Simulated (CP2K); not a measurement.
# KF (Carobbiite) under changes of volume

One of the cells (19.074 Å³/atom); the others are scaled copies at fixed shape and fractional positions:

```
CELL_PARAMETERS angstrom
3.77857 0.00000 0.00000
1.88928 3.27233 0.00000
1.88928 1.09078 3.08519
ATOMIC_POSITIONS crystal
K 0.00000 0.00000 0.00000
F 0.50000 0.50000 0.50000
```

```yaml
Program: CP2K 2026.2
Functional: PBEsol
Potentials_or_basis: POTENTIAL_UZH K GTH-PBE-q9, F GTH-PBE-q7; TZVP-MOLOPT-PBE-GTH basis
Density_cutoff: 10204 eV
k_mesh: 9 × 9 × 9
Occupations: fermi-dirac, width 0.05 eV
Spin: no spin polarisation
```

| volume (Å³/atom) | energy over the lowest point (meV/atom) | pressure (GPa) | gap on the mesh (eV) |
| --- | --- | --- | --- |
| 17.929 | 4.68 | 1.8 | 6.32 |
| 18.311 | 1.41 | 1.0 | 6.21 |
| 18.692 | 0.00 | 0.2 | 6.10 |
| 19.074 | 0.24 | -0.4 | 6.00 |
| 19.455 | 1.95 | -1.0 | 5.90 |
| 19.837 | 4.94 | -1.5 | 5.81 |
| 20.218 | ? | ? | ? |

Q: What does the run at 20.218 Å³/atom give?

A: Energy over the lowest point 9.10 meV/atom; pressure -2.0 GPa; gap on the mesh 5.72 eV.

Worked out: A Birch-Murnaghan fit of order 3 (a polynomial in V^(-2/3)) to the other rows has its minimum at 18.82 Å³/atom with B0 = V·E''(V) = 33 GPa and B' = 5.0. It gives 9.07 meV/atom at 20.218 Å³/atom, against the run's 9.10, and -dE/dV = -2.0 GPa, against -2.0. A straight line through the other rows of the gap, of slope -5.06 eV per unit of ln V (its deformation potential), extrapolates to 5.71 eV, against the run's 5.72.

Energies are extrapolated to zero smearing.

Caveats: the potentials were made for another functional, which shifts forces and pressure; an odd mesh through Γ misses points on the zone boundary, where band edges often lie; the basis of atomic orbitals isn't converged, which shifts pressures, moduli and gaps.
